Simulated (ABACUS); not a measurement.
Input of an ABACUS 3.10.1 run:

Contents of INPUT:

```
INPUT_PARAMETERS
suffix              Al
calculation         scf
basis_type          pw
pseudo_dir          ./
symmetry            1
dft_functional      pbe
ecutwfc             41
pseudo_rcut         10
nspin               1
nbands              6
ks_solver           dav
smearing_method     fd
smearing_sigma      0.00367493
scf_thr             1e-08
scf_nmax            100
mixing_type         broyden
mixing_beta         0.7
cal_force           1
cal_stress          1
kpar                4
```

Contents of STRU:

```
ATOMIC_SPECIES
Al 26.9815 Al.upf

LATTICE_CONSTANT
1.8897261246

LATTICE_VECTORS
-1.5912186900 1.5912186900 1.5912186900
1.5912186900 -1.5912186900 1.5912186900
1.5912186900 1.5912186900 -1.5912186900

ATOMIC_POSITIONS
Direct

Al
0.0
1
0.0000000000 0.0000000000 0.0000000000 1 1 1
```

The input KPT:

```
K_POINTS
0
Gamma
12 12 12 0 0 0
```

Potentials or basis: PseudoDojo NC SR 0.4.1 PBE standard, plane waves.

Command:

```sh
$ OMP_NUM_THREADS=1 mpirun -np 4 abacus > log
```

Question: Predict the band gap on the k mesh.

Answer: None (metal or under the smearing width).

Question: Estimate the pressure.

Answer: 3.6 GPa.
